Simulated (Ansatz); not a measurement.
# GaN (P6_3mc) in Ansatz: a series of runs

The runs below take GaN through band structure, with PBEsol.

Everything below comes from runs of Ansatz 0.2.0. Logs are shortened: lines on timing, memory, paths and dates and some standing lists are left out, and cuts for length are marked.

**Experimental background.**

From “Studying electronic properties in GaN without electrical contacts using γ-γ vs e−-γ Perturbed Angular Correlations”, 2019, pmc:6823545, for a bulk crystal of GaN: band gap 3.503 ± 0.005 eV (direct).

How close the calculation comes is told below.

### 1 Starting point

The structure is hexagonal, space group P6_3mc (No. 186). Conventional cell: a = 3.180 Å, b = 3.180 Å, c = 5.166 Å, α = 90.00°, β = 90.00°, γ = 120.00°. Around Ga (site symmetry 3m) lie 4 N at 1.94 to 1.95 Å. Around N (site symmetry 3m) lie 4 Ga at 1.94 to 1.95 Å.

### 2 Band structure, PBEsol

Input file input.yaml:

```yaml
crystal:
  lattice:
    - [3.18, 0.0, 0.0]
    - [-1.59, 2.753960784, 0.0]
    - [0.0, 0.0, 5.166]
  atoms:
    - { symbol: Ga, position: [0.6666666667, 0.3333333333, 0.5] }
    - { symbol: Ga, position: [0.3333333333, 0.6666666667, 0.0] }
    - { symbol: "N", position: [0.6666666667, 0.3333333333, 0.875] }
    - { symbol: "N", position: [0.3333333333, 0.6666666667, 0.375] }
kpoints:
  mp_grid: { grid: [10, 10, 5] }
  band_path:
    path:
      - [0.0, 0.0, 0.0]
      - [0.5, 0.0, 0.0]
      - [0.3333333333, 0.3333333333, 0.0]
      - [0.0, 0.0, 0.0]
      - [0.0, 0.0, 0.5]
      - [0.5, 0.0, 0.5]
      - [0.3333333333, 0.3333333333, 0.5]
      - [0.0, 0.0, 0.5]
    npoints: 8
scf:
  occupations: { method: fermi_dirac, width: 0.05 }
hamiltonian:
  xc: pbesol
  pseudopotentials: { kind: all_electron, lapw: { basis_error: 0.002 } }
output:
  forces: true
  stress: true
  eigenvalues: true
```

Potentials or basis: all-electron LAPW, scalar-relativistic.

Command:

```sh
> ansatz run input.yaml --threads 2 --pin off --max-ram 8192MiB --backend cpu --events-out ev --progress --plain --runs-dir out
```

Standard output:

```text
Warning: RAYON_NUM_THREADS=2 ignored (pool sized by the plan → 2); use --threads N
LAPW: plane waves up to 10.183 Å⁻¹, error target 2.0e-3 eV per atom; small_component_spin mean_spin; N in spheres of 0.848 Å, 7 of its electrons in bands, Dirac shells []; Ga in spheres of 1.090 Å, 21 of its electrons in bands, Dirac shells [] (how accurate: hamiltonian.pseudopotentials.lapw.basis_error, Limitations)
Engine: ansatz 0.2.0, x86_64-unknown-linux-gnu
Pseudopotentials: kind: all_electron
Pseudopotential: Ga, LAPW, valence charge 21, lapw/all_electron/scalar/gaussian/Ga, Koelling and Harmon's equation, gaussian nucleus
Pseudopotential: N, LAPW, valence charge 7, lapw/all_electron/scalar/gaussian/N, Koelling and Harmon's equation, gaussian nucleus
Functional definition: PBEsol
  exchange = pbesol_x
  correlation = pbesol_c
Crystal: 4 atoms, lattice volume = 45.242 Å³
Basis set: ecut = 395.09461343963295 eV, 785 PW (Γ), exchange–correlation at level 2
Bands: 34, of which v1, the nominal top of the filled ones, is band 28 counted from 1 (27 counted from 0)
Symmetry: 12 space group operations
Space group: P63mc (ITA 186), of the structure as read, at distance tolerance 3.6e-5 Å
k-points: 42 of 500 (time reversal used)
Non-local potential: Ga, projectors of the file, none
Non-local potential: N, projectors of the file, none
Initial density: superposition of atomic densities (chi_scale 0.1, normalization cell, long waves kept (reshape's long-wave potential 0.00 eV rms))
Initial wavefunctions: plane waves of lowest kinetic energy (no species holds an atomic orbital)
Functional: x = pbesol(κ = 0.804, μ = 0.12345679012345678), c = pbesol(β = 0.046)
iter 1 solved again at ethr=1.77e-2 eV; its pass at ethr=1.00e-1 eV (dr2=9.93e0 eV) is discarded
SCF iter   1: F=—  HF=-108695.470120 eV  |F-HF|=—  |Δ(HF+E_count)|=         —  Δρ=1.33e-1  dr2=9.93e0  ethr=1.77e-2  ⟨swp⟩=2.0  Hψ=9352  notcnv=0
preconditioner: auto → Resta (q_TF=auto, 2.827 Å⁻¹)  ε∞=4.7  [insulator: Δε(μ)=3.309 eV  Ē_g=17.174 eV  σ=0.050 eV  W_gap=1.00  n_scr=22 (ndim 8)  ℏωp=33.1 eV  f_vac=0.000  D(μ)=0.00/eV (n_scr^D=0)  ε∞_Penn≈4.7]
iter 2 solved again at ethr=7.01e-4 eV; its pass at ethr=1.77e-2 eV (dr2=3.92e-1 eV) is discarded
SCF iter   2: F=—  HF=-108691.821344 eV  |F-HF|=—  |Δ(HF+E_count)|=    3.65e0  Δρ=3.12e-2  dr2=3.92e-1  ethr=7.01e-4  ⟨swp⟩=2.0  Hψ=7435  notcnv=0
SCF iter   3: F=—  HF=-108691.722300 eV  |F-HF|=—  |Δ(HF+E_count)|=         —  Δρ=2.41e-2  dr2=3.21e-1  ethr=7.00e-4  ⟨swp⟩=2.0  Hψ=4251  notcnv=0
the basis was enlarged: its passes take 229.0 KiB over the memory plan, 2 of 2 planned eigensolver slots
SCF iter   4: F=—  HF=-108691.746319 eV  |F-HF|=—  |Δ(HF+E_count)|=   2.40e-2  Δρ=9.78e-3  dr2=5.46e-2  ethr=5.73e-4  ⟨swp⟩=2.2  Hψ=4234  notcnv=0
SCF iter   5: F=—  HF=-108691.660086 eV  |F-HF|=—  |Δ(HF+E_count)|=   8.62e-2  Δρ=2.66e-3  dr2=3.25e-3  ethr=9.74e-5  ⟨swp⟩=2.5  Hψ=4323  notcnv=0
SCF iter   6: F=—  HF=-108691.658447 eV  |F-HF|=—  |Δ(HF+E_count)|=   1.64e-3  Δρ=6.78e-4  dr2=2.56e-4  ethr=5.79e-6  ⟨swp⟩=2.5  Hψ=4029  notcnv=0
SCF iter   7: F=—  HF=-108691.658606 eV  |F-HF|=—  |Δ(HF+E_count)|=   1.59e-4  Δρ=2.05e-4  dr2=2.29e-5  ethr=4.56e-7  ⟨swp⟩=3.0  Hψ=4081  notcnv=0
SCF iter   8: F=—  HF=-108691.658607 eV  |F-HF|=—  |Δ(HF+E_count)|=   9.60e-7  Δρ=2.41e-5  dr2=2.60e-7  ethr=4.09e-8  ⟨swp⟩=3.0  Hψ=4222  notcnv=0
SCF iter   9: F=-108691.658607 eV  HF=-108691.658607 eV  |F-HF|=1.05e-8  |Δ(HF+E_count)|=   1.18e-7  Δρ=4.69e-6  dr2=1.00e-8  ethr=4.64e-10  ⟨swp⟩=3.0  Hψ=4070  notcnv=0
SCF 1 converged in 9 iterations: F = -108691.658607 eV  dr2 = 1.00e-8
NSCF: frozen V_eff on 57 k-points
SCF converged after 9 iterations
Free energy (F): -108691.658607 eV
Harris-Foulkes:  -108691.658607 eV  (|F-HF|=1.05e-8)
Internal energy: -108691.658607 eV  (E = F + TS)
E sigma→0 (E₀):  -108691.658607 eV
Fermi energy:    12.486344 eV
--- Per-component energies (eV) ---
  E_band       = -2888.971562
  E_kinetic    = 110750.606261
  E_xc         = -4405.129121
  E_electrostatic = -215037.135746  (all electrons and nuclei)
  E_smearing   = -0.000000  (= −TS)
  E_closure    = 0.000000  (closes the sum)
  E_atoms      = -108665.396553  (free atoms, spherical and without spin; not in F)
  Σ components = -108691.658607   (vs F -108691.658607, Δ=0.00e0)
  Basis errors (estimates in eV, not in F): energy 9.0e-4 per atom: plane waves 8.2e-4 (5.0e-4 summed), levels above the bands 1.9e-84, relativity 1.6e-8, radial functions 7.6e-5, core shells 4.4e-10; eigenvalues (radial functions only) 6.2e-6; not estimated: angular momenta, meshes, grids; target (lapw.basis_error) 2.0e-3; muffin-tin radii N 0.848 Å, Ga 1.090 Å
--- Forces (eV/Å), atoms counted from 1 ---
  atom   1  Ga    -0.00000000     0.00000000    -0.13270912
  atom   2  Ga    -0.00000000    -0.00000000    -0.13270912
  atom   3  N      0.00000000     0.00000000     0.13271356
  atom   4  N      0.00000000    -0.00000000     0.13271356
  max |Σ_I F_I| component: 8.88e-6 eV/Å
--- Stress (GPa, compression-positive) ---
        0.325188      -0.000000       0.000000
       -0.000000       0.325188      -0.000000
        0.000000      -0.000000       2.422647
  P = ⅓ Tr σ = 1.0243 GPa (10.243 kbar)
--- Band table (eV; the first three rows and the last of 42) ---
  k-point 0: bands = ["-362.1185", "-362.1185", "-130.1868", "-130.1867", "-81.1022", "-81.1021", "-81.1021", "-81.1018", "-81.1018", "-81.1006", "-4.5726", "-3.6158", "-2.0122", "-1.9902", "-1.9902", "-1.9260", "-1.9260", "-1.7329", "-1.7329", "-1.6295", "-1.6295", "-0.3484", "4.2723", "10.4156", "10.4156", "11.4268", "11.4887", "11.4887", "13.4121", "15.7162", "20.6432", "21.3106", "21.3106", "22.2347"]
  k-point 1: bands = ["-362.1185", "-362.1185", "-130.1868", "-130.1867", "-81.1021", "-81.1021", "-81.1021", "-81.1019", "-81.1019", "-81.1008", "-4.4528", "-3.6632", "-1.9880", "-1.9880", "-1.9799", "-1.9357", "-1.9357", "-1.7193", "-1.7193", "-1.6361", "-1.6361", "-0.7560", "5.0089", "10.3489", "10.5133", "10.5133", "11.3816", "11.3816", "14.2945", "15.7928", "20.3755", "21.3482", "21.3586", "21.3586"]
  k-point 2: bands = ["-362.1185", "-362.1185", "-130.1868", "-130.1867", "-81.1020", "-81.1020", "-81.1019", "-81.1019", "-81.1017", "-81.1012", "-4.1519", "-3.8390", "-1.9779", "-1.9779", "-1.9577", "-1.9577", "-1.8283", "-1.6881", "-1.6881", "-1.6565", "-1.6565", "-1.4202", "6.6446", "8.5404", "10.7738", "10.7738", "11.1055", "11.1055", "15.3970", "15.8577", "19.9353", "20.1796", "21.5999", "21.5999"]
  k-point 41: bands = ["-362.1185", "-362.1185", "-130.1867", "-130.1867", "-81.1030", "-81.1030", "-81.1028", "-81.1026", "-81.1013", "-81.1012", "-3.4648", "-3.4473", "-1.8983", "-1.8765", "-1.8625", "-1.8099", "-1.7221", "-1.7197", "-1.6822", "-1.6727", "-0.0257", "0.1009", "5.2202", "5.3533", "7.0102", "7.7633", "9.6548", "9.9564", "17.6987", "17.7564", "18.7322", "19.2293", "20.4202", "20.6093"]
```

Run time: 45 s. Hardware: 2 threads of Intel Xeon at 2.50GHz (Skylake/Cascade Lake), shared host; peak memory 0.43 GiB.

What came out:

- Free energy: -108691.6586 eV
- Pressure: 1.0 GPa
- Largest force: 0.133 eV/Å
- Band gap on the k mesh: 1.92 eV, direct
- Band gap along the path: 1.92 eV, direct

Forces in eV/Å, atoms in the order of the input:
```
Ga   0.000  0.000 -0.133
Ga   0.000  0.000 -0.133
N    0.000  0.000  0.133
N    0.000  0.000  0.133
```

Levels at the corners of the path, in eV from the valence-band top:
| point | band 25 | band 26 | band 27 | band 28 | band 29 | band 30 | band 31 | band 32 |
| --- | --- | --- | --- | --- | --- | --- | --- | --- |
| Γ | -1.07 | -0.06 | 0.00 | 0.00 | 1.92 | 4.23 | 9.15 | 9.82 |
| M | -4.32 | -2.81 | -2.30 | -1.00 | 4.94 | 5.54 | 5.96 | 8.62 |
| K | -5.40 | -3.08 | -3.08 | -2.75 | 4.97 | 7.84 | 7.84 | 8.31 |
| Γ | -1.07 | -0.06 | 0.00 | 0.00 | 1.92 | 4.23 | 9.15 | 9.82 |
| A | -0.55 | -0.55 | -0.55 | -0.55 | 4.24 | 4.24 | 8.44 | 8.44 |
| L | -1.98 | -1.98 | -1.95 | -1.95 | 4.31 | 4.31 | 7.75 | 7.75 |
| H | -4.29 | -4.29 | -1.52 | -1.52 | 6.41 | 6.41 | 7.20 | 7.20 |
| A | -0.55 | -0.55 | -0.55 | -0.55 | 4.24 | 4.24 | 8.44 | 8.44 |

### 3 Band structure, PBEsol

input.yaml, as its differences from that of step 2:

```diff
@@ -27,3 +27,6 @@
   xc: pbesol
-  pseudopotentials: { kind: all_electron, lapw: { basis_error: 0.002 } }
+  pseudopotentials:
+    kind: all_electron
+    lapw: { basis_error: 0.002 }
+    relativity: none
 output:
```

Potentials or basis: all-electron LAPW, non-relativistic.

Command:

```sh
> ansatz run input.yaml --threads 2 --pin off --max-ram 8192MiB --backend cpu --events-out ev --progress --plain --runs-dir out
```

Wall time 49 s (2 threads of Intel Xeon at 2.50GHz (Skylake/Cascade Lake), shared host); peak memory 0.42 GiB.

Results (log left out):

* Free energy: -107638.6414 eV
* Pressure: 2.6 GPa
* Largest force: 0.145 eV/Å
* Band gap on the k mesh: 2.10 eV, direct
* Band gap along the path: 2.10 eV, direct

Forces in eV/Å, atoms in the order of the input:
```
Ga   0.000  0.000 -0.145
Ga   0.000  0.000 -0.145
N    0.000  0.000  0.145
N    0.000  0.000  0.145
```

Stress tensor (GPa, compression positive):
```
1.92 0.00 0.00
0.00 1.92 0.00
0.00 0.00 3.85
```

Levels at the corners of the path, in eV from the valence-band top:
```csv
point,band 24,band 25,band 26,band 27,band 28,band 29,band 30,band 31,band 32,band 33
Γ,-1.06,-1.06,-0.06,0.00,0.00,2.10,4.49,9.18,9.89,9.89
M,-5.19,-4.25,-2.78,-2.29,-0.98,5.05,5.63,6.07,8.82,10.30
K,-5.19,-5.19,-3.05,-3.05,-2.74,4.92,8.11,8.11,8.29,9.86
Γ,-1.06,-1.06,-0.06,0.00,0.00,2.10,4.49,9.18,9.89,9.89
A,-3.84,-0.54,-0.54,-0.54,-0.54,4.41,4.41,8.54,8.54,10.39
L,-6.57,-1.96,-1.96,-1.92,-1.92,4.39,4.39,7.97,7.97,9.96
H,-6.07,-4.28,-4.28,-1.49,-1.49,6.57,6.57,7.17,7.17,9.24
A,-3.84,-0.54,-0.54,-0.54,-0.54,4.41,4.41,8.54,8.54,10.39
```

Caveat: relativity is left out, which matters for the heavier elements.

### 4 Band structure, PBEsol

input.yaml, as its differences from that of step 3:

```diff
@@ -27,6 +27,3 @@
   xc: pbesol
-  pseudopotentials:
-    kind: all_electron
-    lapw: { basis_error: 0.002 }
-    relativity: none
+  pseudopotentials: { kind: all_electron, datasets: crystal }
 output:
@@ -35 +32,3 @@
   eigenvalues: true
+  elf: true
+  volumetric_format: npy
```

Potentials or basis: all-electron PAW datasets made for the crystal.

Command:

```sh
> ansatz run input.yaml --threads 2 --pin off --max-ram 8192MiB --backend cpu --events-out ev --progress --plain --runs-dir out
```

Run time: 52 s. Hardware: 2 threads of Intel Xeon at 2.50GHz (Skylake/Cascade Lake), shared host; peak memory 0.8 GiB.

The run converged. Its results:

- Free energy: -108691.6614 eV
- Pressure: 1.0 GPa
- Largest force: 0.133 eV/Å
- Band gap on the k mesh: 1.92 eV, direct
- Band gap along the path: 1.92 eV, direct

Forces in eV/Å, atoms in the order of the input:
```
Ga   0.000  0.000 -0.133
Ga   0.000  0.000 -0.133
N    0.000  0.000  0.133
N    0.000  0.000  0.133
```

Stress tensor (GPa, compression positive):
```
0.32 0.00 0.00
0.00 0.32 0.00
0.00 0.00 2.42
```

Levels at the corners of the path, in eV from the valence-band top:
```
point  band 16  band 17  band 18  band 19  band 20  band 21
    Γ    -0.06     0.00     0.00     1.92     4.23     9.15
    M    -2.81    -2.30    -1.00     4.94     5.54     5.96
    K    -3.08    -3.08    -2.75     4.97     7.84     7.84
    Γ    -0.06     0.00     0.00     1.92     4.23     9.15
    A    -0.55    -0.55    -0.55     4.24     4.24     8.44
    L    -1.98    -1.95    -1.95     4.31     4.31     7.75
    H    -4.29    -1.52    -1.52     6.41     6.41     7.20
    A    -0.55    -0.55    -0.55     4.24     4.24     8.44
```

### 5 Band structure, PBEsol

input.yaml, as its differences from that of step 4:

```diff
@@ -27,3 +27,6 @@
   xc: pbesol
-  pseudopotentials: { kind: all_electron, datasets: crystal }
+  pseudopotentials:
+    kind: all_electron
+    lapw: { basis_error: 0.002 }
+    dirac_shells: { Ga: ["3p"] }
 output:
@@ -32,3 +35 @@
   eigenvalues: true
-  elf: true
-  volumetric_format: npy
```

Potentials or basis: all-electron LAPW, inner shells corrected to Dirac's equation.

Command:

```sh
> ansatz run input.yaml --threads 2 --pin off --max-ram 8192MiB --backend cpu --events-out ev --progress --plain --runs-dir out
```

Wall time 44 s (2 threads of Intel Xeon at 2.50GHz (Skylake/Cascade Lake), shared host); peak memory 0.43 GiB.

It converged, with:

```yaml
Free_energy: -108696.0412 eV
Pressure: 1.0 GPa
Largest_force: 0.133 eV/Å
Band_gap_on_the_k_mesh: 1.92 eV, direct
Band_gap_along_the_path: 1.92 eV, direct
```

Forces on the atoms (eV/Å):
```
Ga   0.000  0.000 -0.133
Ga   0.000  0.000 -0.133
N    0.000  0.000  0.133
N    0.000  0.000  0.133
```

Stress tensor (GPa, compression positive):
```
0.33 0.00 0.00
0.00 0.33 0.00
0.00 0.00 2.43
```

Levels at the corners of the path, in eV from the valence-band top:
```tsv
point	band 24	band 25	band 26	band 27	band 28	band 29	band 30	band 31	band 32	band 33
Γ	-1.07	-1.07	-0.06	0.00	0.00	1.92	4.23	9.15	9.82	9.82
M	-5.34	-4.32	-2.81	-2.30	-1.00	4.94	5.54	5.96	8.62	10.28
K	-5.40	-5.40	-3.08	-3.08	-2.75	4.97	7.84	7.84	8.31	9.82
Γ	-1.07	-1.07	-0.06	0.00	0.00	1.92	4.23	9.15	9.82	9.82
A	-3.90	-0.55	-0.55	-0.55	-0.55	4.24	4.24	8.44	8.44	10.34
L	-6.71	-1.98	-1.98	-1.95	-1.95	4.31	4.31	7.75	7.75	9.91
H	-6.26	-4.29	-4.29	-1.52	-1.52	6.41	6.41	7.20	7.20	9.04
A	-3.90	-0.55	-0.55	-0.55	-0.55	4.24	4.24	8.44	8.44	10.34
```

### 6 Overview

| potentials or basis | cutoff (eV) | basis error allowed | gap on the mesh (eV) | pressure (GPa) | largest force (eV/Å) |
| --- | --- | --- | --- | --- | --- |
| all-electron LAPW, scalar-relativistic | 395 | 0.002 eV/atom | 1.92 | 1.0 | 0.13 |
| all-electron LAPW, non-relativistic | 395 | 0.002 eV/atom | 2.10 | 2.6 | 0.15 |
| all-electron PAW datasets made for the crystal | 460 | - | 1.92 | 1.0 | 0.13 |
| all-electron LAPW, inner shells corrected to Dirac's equation | 395 | 0.002 eV/atom | 1.92 | 1.0 | 0.13 |

Alike in all rows: task band structure; level PBEsol; no spin polarisation; cell as given; k mesh 10 × 10 × 5; smearing fermi-dirac 0.05 eV.

Caveats: relativity is left out, which matters for the heavier elements (some runs).

Compare energies only between runs with the same functional and basis.

### 7 How close it comes

Step 2. Against the measured gap of GaN, 3.503 eV (direct; quoted in “Studying electronic properties in GaN without electrical contacts using γ-γ vs e−-γ Perturbed Angular Correlations”, 2019, pmc:6823545), the calculated 1.92 eV is off by -1.58 eV. Spin-orbit coupling on Ga is left out. The value is that of PBEsol, without temperature or zero-point motion. Semilocal functionals fall short of measured gaps as a rule.

Step 3. Against the measured gap of GaN, 3.503 eV (direct; quoted in “Studying electronic properties in GaN without electrical contacts using γ-γ vs e−-γ Perturbed Angular Correlations”, 2019, pmc:6823545), the calculated 2.10 eV is off by -1.40 eV. Spin-orbit coupling on Ga is left out. The value is that of PBEsol, without temperature or zero-point motion. Semilocal functionals fall short of measured gaps as a rule.

Step 4. Against the measured gap of GaN, 3.503 eV (direct; quoted in “Studying electronic properties in GaN without electrical contacts using γ-γ vs e−-γ Perturbed Angular Correlations”, 2019, pmc:6823545), the calculated 1.92 eV is off by -1.58 eV. Spin-orbit coupling on Ga is left out. The value is that of PBEsol, without temperature or zero-point motion. Semilocal functionals fall short of measured gaps as a rule.

Step 5. Measured gap of GaN: 3.503 eV (direct; quoted in “Studying electronic properties in GaN without electrical contacts using γ-γ vs e−-γ Perturbed Angular Correlations”, 2019, pmc:6823545). This calculation gives 1.92 eV (-1.58 eV). Spin-orbit coupling on Ga is left out. The value is that of PBEsol, without temperature or zero-point motion. Semilocal functionals fall short of measured gaps as a rule.
